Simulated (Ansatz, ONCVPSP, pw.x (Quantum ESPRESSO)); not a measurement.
# What a changed setting does to a pw.x run (bcc Si)

Potential: optimised norm-conserving Vanderbilt (ONCV), ONCVPSP 4.0.1.1 (patched build), PBE; core [Ne], reference 3s2 3p2; waves: 3s: rc 1.70 bohr, ncon 3, nbas 6, qcut 4.6 1/bohr, 2 projectors, debl 3.8 Ha; 3p: rc 2.40 bohr, ncon 5, nbas 10, qcut 3.3 1/bohr, 2 projectors, debl 3.6 Ha; d scattering state at 0.12 Ha: rc 2.30 bohr, ncon 4, nbas 8, qcut 4 1/bohr, 1 projector; local part: polynomial inside 1.20 bohr (lpopt 1, dvloc0 6 Ha); core correction: Teter function, fcfact 5.5, rcfact 1.2.

The reference run (k-mesh 15³, cutoffs 50/200 Ry, Fermi–Dirac 0.01 Ry, mixing_beta 0.4, conv_thr 1e-9, no spin) gives 0.57 GPa at 14.593 Å³/atom, where all-electron LAPW gives 0.35 GPa. This run, with its own iteration cap, changes mixing_beta to 0.2.

```
&control
  calculation='scf', prefix='x', pseudo_dir='./', outdir='./tmp', tstress=.true., disk_io='none'
/
&system
  ibrav=0, nat=1, ntyp=1, ecutwfc=50, ecutrho=200, nbnd=9,
  occupations='smearing', smearing='fd', degauss=0.01
/
&electrons
  conv_thr=1e-09, mixing_beta=0.2, electron_maxstep=70
/
ATOMIC_SPECIES
Si 1.0 Si.UPF
CELL_PARAMETERS angstrom
  -1.53943562 1.53943562 1.53943562
  1.53943562 -1.53943562 1.53943562
  1.53943562 1.53943562 -1.53943562
ATOMIC_POSITIONS crystal
Si 0.0000 0.0000 0.0000
K_POINTS automatic
15 15 15 0 0 0
```

```bash
pw.x < Si.scf.in > Si.scf.out
```

Problem. How does the run end?

Solution. It converges in 7 iterations; the free energy moves by +0.0 meV/atom and the pressure by +0.00 GPa. The result is that of the reference run.

```
Message from routine setup:
     using ibrav=0 with symmetry is DISCOURAGED, use correct ibrav instead
     lattice parameter (alat)  =       5.0387  a.u.
     unit-cell volume          =      98.4784 (a.u.)^3
     number of electrons       =         4.00
     number of Kohn-Sham states=            9
     kinetic-energy cutoff     =      50.0000  Ry
     charge density cutoff     =     200.0000  Ry
     scf convergence threshold =      1.0E-09
     Exchange-correlation= PBE
     number of k points=   120  Fermi-Dirac smearing, width (Ry)=  0.0100
     iteration #  1     ecut=    50.00 Ry     beta= 0.20
     total energy              =      -8.49531588 Ry
     estimated scf accuracy    <       0.00360024 Ry
     iteration #  2     ecut=    50.00 Ry     beta= 0.20
     total energy              =      -8.49449650 Ry
     estimated scf accuracy    <       0.00217148 Ry
     iteration #  3     ecut=    50.00 Ry     beta= 0.20
     total energy              =      -8.49460323 Ry
     estimated scf accuracy    <       0.00000877 Ry
     iteration #  4     ecut=    50.00 Ry     beta= 0.20
     total energy              =      -8.49460663 Ry
     estimated scf accuracy    <       0.00000072 Ry
     iteration #  5     ecut=    50.00 Ry     beta= 0.20
     total energy              =      -8.49460673 Ry
     estimated scf accuracy    <          8.0E-09 Ry
     iteration #  6     ecut=    50.00 Ry     beta= 0.20
     total energy              =      -8.49460674 Ry
     estimated scf accuracy    <          2.1E-09 Ry
     iteration #  7     ecut=    50.00 Ry     beta= 0.20
     the Fermi energy is    10.4742 ev
!    total energy              =      -8.49460674 Ry
     estimated scf accuracy    <          4.6E-11 Ry
     smearing contrib. (-TS)   =      -0.00186150 Ry
     The total energy is F=E-TS. E is the sum of the following terms:
     one-electron contribution =       4.66309809 Ry
     hartree contribution      =       0.02976578 Ry
     xc contribution           =      -3.17778861 Ry
     ewald contribution        =     -10.00782050 Ry
     convergence has been achieved in   7 iterations
          total   stress  (Ry/bohr**3)                   (kbar)     P=        5.66
     Message from routine punch:
     Nothing written, as per user request (disk_io='none')
```

The run took about 6.4 s on one core of a shared host (Neoverse-V2, 96 threads, 742 GiB, load 62).
